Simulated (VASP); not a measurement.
Input of a VASP 6.6.1 run:

Contents of INCAR:

```
ALGO = Fast
EDIFF = 1E-7
ENCUT = 520
ISIF = 2
ISMEAR = 0
ISPIN = 2
LASPH = True
LCHARG = False
LDAU = True
LDAUJ = 0 0
LDAUL = 2 -1
LDAUPRINT = 1
LDAUTYPE = 2
LDAUU = 4 0
LMAXMIX = 4
LORBIT = 11
LREAL = False
LWAVE = False
MAGMOM = 0.63 0
NELM = 150
PREC = Accurate
SIGMA = 0.05
```

Contents of KPOINTS:

```
k-points
0
Gamma
  7 7 7
```

File POSCAR:

```
CoO
1.0
    2.5705263100      0.0000000000      0.0000000000
    0.0000000000      2.5705263100      0.0000000000
    0.0000000000      0.0000000000      2.5705263100
Co O
1 1
Direct
    0.0000000000      0.0000000000      0.0000000000
    0.5000000000      0.5000000000      0.5000000000
```

Potentials or basis: VASP PAW LDA potentials, release 64 (Co, O).

Launch:

```sh
$ cat potpaw_LDA.64/Co/POTCAR potpaw_LDA.64/O/POTCAR > POTCAR
$ mpirun -np 1 vasp_std > vasp.out
```

Task: Predict the site moments.

Result: Co +2.65; O +0.30 μB.

Task: What does it give for the band gap on the k mesh?

Result: 1.49 eV, indirect (least direct gap 2.00 eV).

Eigenvalues of the final occupation matrices:
| site | spin | trace | eigenvalues |
| --- | --- | --- | --- |
| site 1 d | 1 | 4.93 | 0.96 0.96 1.00 1.00 1.00 |
| site 1 d | 2 | 2.29 | 0.13 0.13 0.13 0.95 0.95 |

Caveat: an odd mesh through Γ misses points on the zone boundary, where band edges often lie; a cell with one magnetic atom can't hold antiferromagnetic order, which such compounds often take. The state reached can hang on the start; a lower one may exist.
